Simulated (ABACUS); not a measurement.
PbS (Galena):

```
Pb S
1.0
     0.00000    2.96575    2.96575
     2.96575    0.00000    2.96575
     2.96575    2.96575    0.00000
Pb S
1 1
Direct
  0.00000 0.00000 0.00000
  0.50000 0.50000 0.50000
```

Base run:

* Program: ABACUS 3.10.1
* Functional: BP86
* Potentials or basis: SG15 ONCV 1.2 PBE
* Cutoff: 857 eV
* Density cutoff: 3429 eV
* Basis: plane waves
* k mesh: 6 × 6 × 6
* Occupations: fermi-dirac, width 0.05 eV
* Spin: no spin polarisation

Its results: band gap on the k mesh 0.36 eV, direct; pressure 2.5 GPa.

Task: The run is repeated on the same cell with these changes: functional from BP86 to WC; potentials or basis from SG15 ONCV 1.2 PBE to GBRV ultrasoft 1.5 PBEsol; cutoff from 857 eV to 544 eV; density cutoff from 3429 eV to 4354 eV. What comes out?

Result: Band gap on the k mesh 0.25 eV, direct; pressure -1.0 GPa.

Caveats: the potentials were made for another functional, which shifts forces and pressure; spin-orbit coupling is left out, which as a rule narrows the gap of such compounds by several tenths of an eV.

A k mesh can miss the band edges.
